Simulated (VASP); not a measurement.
# W (Im-3m) in VASP: RPA correlation energy with PBE

Aim: the RPA correlation energy of W with PBE.

Everything below comes from runs of VASP 6.6.1. Logs are shortened: lines on timing, memory, paths and dates and some standing lists are left out, and cuts for length are marked.

### 1 The crystal as given

Symmetry: Im-3m, No. 229, cubic system. Conventional cell: a = 3.157 Å, b = 3.157 Å, c = 3.157 Å, α = 90.00°, β = 90.00°, γ = 90.00°. Around W (site symmetry m-3m) lie 8 W at 2.73 Å.

### 2 RPA correlation energy, PBE

Contents of POSCAR:

```
W
1.0
   -1.5782900000      1.5782900000      1.5782900000
    1.5782900000     -1.5782900000      1.5782900000
    1.5782900000      1.5782900000     -1.5782900000
W
1
Direct
    0.0000000000      0.0000000000      0.0000000000
```

Contents of INCAR.step1:

```
SYSTEM = W
PREC = Accurate
ENCUT = 450
EDIFF = 1E-8
ISMEAR = 0
SIGMA = 0.05
LREAL = .False.
LASPH = .True.
NELM = 60
ALGO = Normal
LWAVE = .True.
LCHARG = .False.
GGA = PE
```

Contents of INCAR.step2:

```
SYSTEM = W
PREC = Accurate
ENCUT = 450
EDIFF = 1E-8
ISMEAR = 0
SIGMA = 0.05
LREAL = .False.
LASPH = .True.
NELM = 1
ALGO = EIGENVAL
LWAVE = .False.
LCHARG = .False.
GGA = PE
LHFCALC = .True.
AEXX = 1.0
ALDAC = 0.0
AGGAC = 0.0
ISTART = 1
PRECFOCK = Fast
```

Contents of INCAR.step3:

```
SYSTEM = W
PREC = Accurate
ENCUT = 450
EDIFF = 1E-8
ISMEAR = 0
SIGMA = 0.05
LREAL = .False.
LASPH = .True.
NELM = 1
ALGO = Exact
LWAVE = .True.
LCHARG = .False.
GGA = PE
NBANDS = 370
LOPTICS = .True.
ISTART = 1
```

Contents of INCAR.step4:

```
SYSTEM = W
PREC = Accurate
ENCUT = 450
EDIFF = 1E-8
ISMEAR = 0
SIGMA = 0.05
LREAL = .False.
LASPH = .True.
NELM = 60
ALGO = ACFDT
LWAVE = .False.
LCHARG = .False.
GGA = PE
NBANDS = 370
ENCUTGW = 250
NOMEGA = 12
ISTART = 1
PRECFOCK = Fast
```

Contents of KPOINTS:

```
Automatic mesh
0
Gamma
  8 8 8
  0 0 0
```

Potentials or basis: VASP PAW PBE potentials, release 64 (W_sv_GW).

On the command line:

```bash
cat potpaw_PBE.64/W_sv_GW/POTCAR > POTCAR
cp INCAR.step1 INCAR
mpirun -np 1 vasp_std > vasp.out
cp INCAR.step2 INCAR
mpirun -np 1 vasp_std > vasp.out
cp INCAR.step3 INCAR
mpirun -np 1 vasp_std > vasp.out
cp INCAR.step4 INCAR
mpirun -np 1 vasp_std > vasp.out
```

OUTCAR:

```text
SYSTEM = W
   PREC = Accurate
   ENCUT = 450
   EDIFF = 1E-8
   ISMEAR = 0
   LREAL = .False.
   LASPH = .True.
   NELM = 60
   GGA = PE
   ENCUTGW = 250
   ISTART = 1
   PRECFOCK = Fast

 ion  position               nearest neighbor table
   1  0.000  0.000  0.000-

  LATTYP: Found a body centered cubic cell.
 ALAT       =     3.1565800000

  Lattice vectors:

 A1 = (  -1.5782900000,   1.5782900000,   1.5782900000)
 A2 = (   1.5782900000,  -1.5782900000,   1.5782900000)
 A3 = (   1.5782900000,   1.5782900000,  -1.5782900000)

Analysis of symmetry for initial positions (statically):
=====================================================================
 Subroutine PRICEL returns:
 Original cell was already a primitive cell.

 Routine SETGRP: Setting up the symmetry group for a
 body centered cubic supercell.

 Subroutine GETGRP returns: Found 48 space group operations
 (whereof 48 operations were pure point group operations)
 out of a pool of 48 trial point group operations.

The static configuration has the point symmetry O_h .

Analysis of symmetry for dynamics (positions and initial velocities):
=====================================================================
 Subroutine PRICEL returns:
 Original cell was already a primitive cell.

 Routine SETGRP: Setting up the symmetry group for a
 body centered cubic supercell.

 Subroutine GETGRP returns: Found 48 space group operations
 (whereof 48 operations were pure point group operations)
 out of a pool of 48 trial point group operations.

The dynamic configuration has the point symmetry O_h .

 Subroutine INISYM returns: Found 48 space group operations
 (whereof 48 operations are pure point group operations),
 and found     1 'primitive' translations

----------------------------------------------------------------------------------------

                                     Primitive cell

  volume of cell :      15.7261

  direct lattice vectors                    reciprocal lattice vectors
    -1.578290000  1.578290000  1.578290000     0.000000000  0.316798560  0.316798560
     1.578290000 -1.578290000  1.578290000     0.316798560  0.000000000  0.316798560
     1.578290000  1.578290000 -1.578290000     0.316798560  0.316798560  0.000000000

  length of vectors
     2.733678469  2.733678469  2.733678469     0.448020821  0.448020821  0.448020821

  position of ions in fractional coordinates (direct lattice)
     0.000000000  0.000000000  0.000000000

  ion indices of the primitive-cell ions
   primitive index   ion index
                 1           1

----------------------------------------------------------------------------------------

 KPOINTS: Automatic mesh

Automatic generation of k-mesh.
 Grid dimensions read from file:
 generate k-points for:    8    8    8

 Generating k-lattice:

  Cartesian coordinates                     Fractional coordinates (reciprocal lattice)
     0.000000000  0.039599820  0.039599820     0.125000000  0.000000000  0.000000000
     0.039599820  0.000000000  0.039599820     0.000000000  0.125000000  0.000000000
     0.039599820  0.039599820  0.000000000     0.000000000  0.000000000  0.125000000

  Length of vectors
     0.056002603  0.056002603  0.056002603

  Shift w.r.t. Gamma in fractional coordinates (k-lattice)
     0.000000000  0.000000000  0.000000000

 Subroutine IBZKPT returns following result:
 ===========================================

 Found     29 irreducible k-points:

 Following reciprocal coordinates:
            Coordinates               Weight
  0.000000  0.000000  0.000000      1.000000
  0.125000  0.000000  0.000000     12.000000
  0.250000  0.000000  0.000000     12.000000
  0.375000  0.000000  0.000000     12.000000
  0.500000  0.000000  0.000000      6.000000
  0.125000  0.125000  0.000000     24.000000
[... 16 lines left out ...]
 -0.250000  0.250000  0.250000      6.000000
 -0.375000  0.375000  0.250000     24.000000
 [... further k-points ...]
   k-points           NKPTS =     29   k-points in BZ     NKDIM =    512   number of bands    NBANDS=    370
   number of dos      NEDOS =    301   number of ions     NIONS =      1
   total plane-waves  NPLWV =   8000
   dimension x,y,z NGX =    20 NGY =   20 NGZ =   20
   dimension x,y,z NGXF=    40 NGYF=   40 NGZF=   40
   ions per type =               1
   NGX,Y,Z   is equivalent  to a cutoff of  12.16, 12.16, 12.16 a.u.
   NGXF,Y,Z  is equivalent  to a cutoff of  24.33, 24.33, 24.33 a.u.
 SYSTEM =  W
   PREC   = accura    normal or accurate (medium, high low for compatibility)
   ISTART =      1    job   : 0-new  1-cont  2-samecut
   ICHARG =      0    charge: 1-file 2-atom 10-const
   ISPIN  =      1    spin polarized calculation?
   LNONCOLLINEAR =      F non collinear calculations
   LSORBIT =      F    spin-orbit coupling
   LASPH  =      T    aspherical Exc in radial PAW
   ENCUT  =  450.0 eV  33.07 Ry    5.75 a.u.   4.73  4.73  4.73*2*pi/ulx,y,z
   NELM   =     60;   NELMIN=  2; NELMDL=  0     # of ELM steps
   EDIFF  = 0.1E-07   stopping-criterion for ELM
   LREAL  =      F    real-space projection
   EDIFFG = 0.1E-06   stopping-criterion for IOM
   NSW    =      0    number of steps for IOM
   IBRION =     -1    ionic relax: 0-MD 1-quasi-New 2-CG
   NFREE  =      0    steps in history (QN), initial steepest desc. (CG)
   ISIF   =      0    stress and relaxation
   ISYM   =      3    0-nonsym 1-usesym 2-fastsym
   POTIM  = 0.5000    time-step for ionic-motion
   TEBEG  =    0.0;   TEEND  =   0.0 temperature during run
   PSTRESS=    0.0 pullay stress
   NELECT =      14.0000    total number of electrons
   NUPDOWN=      -1.0000    fix difference up-down
   EMIN   =  10.00;   EMAX   =-10.00  energy-range for DOS
   EFERMI =   0.00;   METHOD = LEGACY
   ISMEAR =     0;   SIGMA  =   0.05  broadening in eV -4-tet -1-fermi 0-gaus
   EFERMI_NEDOS =   21; number of points for ismear=-14 and -15
   IALGO  =     38    algorithm
   IMIX   =      4    mixing-type and parameters
     AMIX     =   0.40;   BMIX     =  1.00
     AMIX_MAG =   1.60;   BMIX_MAG =  1.00
  volume/ion in A,a.u.               =      15.73       106.12
  Fermi-wavevector in a.u.,A,eV,Ry     =   1.574868  2.976068 33.745277  2.480208
  Thomas-Fermi vector in A             =   2.675937
   LORBIT       =      0    0 simple, 1 ext, 2 COOP (PROOUT), +10 PAW based schemes
   GGA     = PE    functional components
   LHFCALC =     T    Hartree Fock is set to
   PRECFOCK=fast      Normal, Fast or Accurate (Low or Medium for compatibility)
   ENCUT4O =  -1.0   cutoff for four orbital integrals eV
   NKREDX  =     1    reduce k-point grid by
   NKREDY  =     1    reduce k-point grid by
   NKREDZ  =     1    reduce k-point grid by
   AEXX    =    1.0000 exact exchange contribution
   HFSCREEN=    0.0000 screening length (either q_TF or 0.3 A-1)
   HFSCREENC=   0.0000 screening length for correlation (either q_TF or 0.3 A-1)
   ENCUTFOCK=  -1.0 apply spherical cutoff to Coloumb kernel
   IVDW    =     0    specifies the selected vdW correction
   LEPSILON=     F    determine dielectric tensor
   LRPA    =     F    only Hartree local field effects (RPA)
   LRPAFORCE           =     F    calculate RPA forces
   ENCUTGW             = 250.0    cutoff for response function in eV
   ENCUTGWSOFT         = 200.0    soft cutoff for Coulomb kernel in GW response function in eV
   ENCUTLF             =  -1.0    cutoff for local field effects
   NELMGW              =     1    number of iterations in solving QP/BSE equation
   NELMHF              =     1    number of iterations in the inner HF iteration
   NKREDLFX            =     1    NKREDLFY  =   1   NKREDLFZ  =   1
 non-spin polarized calculation
 Gauss-broadening in eV      SIGMA  =   0.05
  energy-cutoff  :      450.00
  volume of cell :       15.73
 maximum number of plane-waves:       370
  NGX = 14; NGY = 14; NGZ = 14
   NGX =  9   NGY =  9   NGZ =  9
 maximum number of plane-waves:       150

      cutoff energy     smooth cutoff   RPA   correlation   Hartree contr. to MP2
---------------------------------------------------------------------------------
            250.000           200.000      -22.3331462790      -50.3865008037
            238.095           190.476      -22.1090753026      -50.1398046478
            226.757           181.406      -21.8807641092      -49.8874106624
            215.959           172.768      -21.6482574121      -49.6291779195
            205.676           164.541      -21.4125460903      -49.3660381200
            195.882           156.705      -21.1740109494      -49.0983075169
            186.554           149.243      -20.9330025035      -48.8263068144
            177.670           142.136      -20.6897899980      -48.5503289897
  linear regression
  converged value                          -24.7381550463      -53.0789134558
```

OUTCAR.step1:

```text
SYSTEM = W
   PREC = Accurate
   ENCUT = 450
   EDIFF = 1E-8
   ISMEAR = 0
[... 553 lines left out ...]

 POSITION                                       TOTAL-FORCE (eV/Angst)
 -----------------------------------------------------------------------------------
      0.00000      0.00000      0.00000        -0.000000      0.000000      0.000000
 -----------------------------------------------------------------------------------
    total drift:                                0.000000      0.000000     -0.000000

  FREE ENERGIE OF THE ION-ELECTRON SYSTEM (eV)
  ---------------------------------------------------
  free  energy   TOTEN  =       -15.0129038505 eV

  energy  without entropy=      -15.0129038505  energy(sigma->0) =      -15.01290385
```

OUTCAR.step2:

```text
SYSTEM = W
   PREC = Accurate
   ENCUT = 450
   EDIFF = 1E-8
   ISMEAR = 0
[... 557 lines left out ...]

 POSITION                                       TOTAL-FORCE (eV/Angst)
 -----------------------------------------------------------------------------------
      0.00000      0.00000      0.00000        -0.000000      0.000000      0.000000
 -----------------------------------------------------------------------------------
    total drift:                               -0.000000      0.000000     -0.000000

  FREE ENERGIE OF THE ION-ELECTRON SYSTEM (eV)
  ---------------------------------------------------
  free  energy   TOTEN  =       -22.3273012078 eV

  energy  without entropy=      -22.3273012078  energy(sigma->0) =      -22.32730121
```

It took 60 min on 1 thread of Intel Xeon Platinum 8259CL at 2.50GHz (Skylake/Cascade Lake), shared host; peak memory 1.4 GiB.

Results:

```
Band gap on the k mesh, mean-field level : none (metal or under the smearing width)
RPA correlation energy                   : -24.738 eV/atom
RPA total energy per cell                : -47.065 eV
RPA correlation energy per cell          : -24.738 eV
```

Caveat: the ground state has no gap, which makes the many-body step unreliable. The run has no spin-orbit coupling, so splittings on W are missing.
